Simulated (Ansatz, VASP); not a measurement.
**Two plane-wave programs on KBr**

```xyz
2
Lattice="4.5690 0.0000 0.0000 0.0000 4.5690 0.0000 0.0000 0.0000 26.3069" Properties=species:S:1:pos:R:3 pbc="T T T"
K     2.2845    2.2845    7.9993
Br    0.0000    0.0000    8.0007
```

The cell was built by a generator and needn't be a form met in nature.

Alike in both runs: task single point; functional PBE; k mesh 6 × 6 × 1; occupations gaussian, width 0.02 eV; no spin polarisation.

```csv
,VASP,Ansatz
version,VASP 6.6.1,Ansatz 0.2.0
potentials or method,"VASP PAW PBE potentials, release 64 (K_sv, Br)","scalar-relativistic, plane waves, PAW"
plane-wave cutoff (eV),520,420
valence electrons in the cell,16,16
```

|  | VASP | Ansatz | Ansatz less VASP |
| --- | --- | --- | --- |
| gap on the k mesh at the Fermi level (eV) | 4.37 | 4.37 | 0.000 |
| least direct gap on the mesh (eV) | 4.38 | 4.38 | 0.000 |
